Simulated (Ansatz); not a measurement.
Working through a dielectric-dependent hybrid calculation of AlAs, space group F-43m

Computed with Ansatz 0.2.0 through its Python package.

The cells in order, each with its output:

**Cell 1**
```python
import warnings

import ansatz as az
import numpy as np
```

**Cell 2**
```python
config = {
    'kgrid': (4, 4, 4),
    'smearing': 'fixed',
}
```

**Cell 3**
```python
def count_gap(report):
    # lowest empty less highest filled band, counting bands; zero where they overlap
    return max(report.get('gap_by_band_count_ev') or 0.0, 0.0)
```

**Cell 4**
```python
warnings.simplefilter('ignore', az.DeckWarning)
```

**Cell 5**
```python
crystal = (
    az.Lattice.fcc(5.6608)
    .space_group(216)
    .atom('Al', (0.0, 0.0, 0.0))
    .atom('As', (0.25, 0.25, 0.75))
    .primitive()
)
```

**Cell 6**
```python
crystal.resolved().tree()['lattice']
```
Output:
```text
((3.4662403003066683e-16, 2.8304, 2.8304), (2.8304, 1.7331201501533342e-16, 2.8304),
 (2.8304, 2.8304, 0.0))
```

**Cell 7**
```python
model = (
    crystal.calculation()
    .kpoints(*config['kgrid'])
    .occupations(config['smearing'])
    .band_table()
)
semilocal = model.functional('pbe').run().report
hybrid = model.functional(exchange='pbe', correlation='pbe', exact_fraction='inverse_dielectric').run().report
alpha = hybrid['hybrid']['exact_exchange_fraction']
print(f'fraction of exact exchange {alpha:.4f}, so eps_inf = {1 / alpha:.2f}')
print(f'gap by band count: {count_gap(semilocal):.3f} eV semilocal, {count_gap(hybrid):.3f} eV hybrid')
```
Output:
```text
fraction of exact exchange 0.1077, so eps_inf = 9.28
gap by band count: 1.421 eV semilocal, 1.993 eV hybrid
```

The fraction is 0.1077, one over a mean dielectric constant (a third of the trace) of 9.28. It opens the gap from 1.421 to 1.993 eV, by 0.57 eV.

Notes:
- Energy and stress may still move on a finer k-point mesh.
- The starting cell is as deposited in a crystallographic database; the results hold for this polymorph, which needn't be the stable one.
- Gaps and levels are Kohn-Sham values on a finite set of k-points, without spin-orbit coupling.
- The gaps are those of a coarse mesh; the run finds the dielectric constant of the semilocal functional on meshes of its own.
- Run time: 22 s on 1 thread of Arm Neoverse V2, with other jobs on the host, peak memory 0.77 GiB.
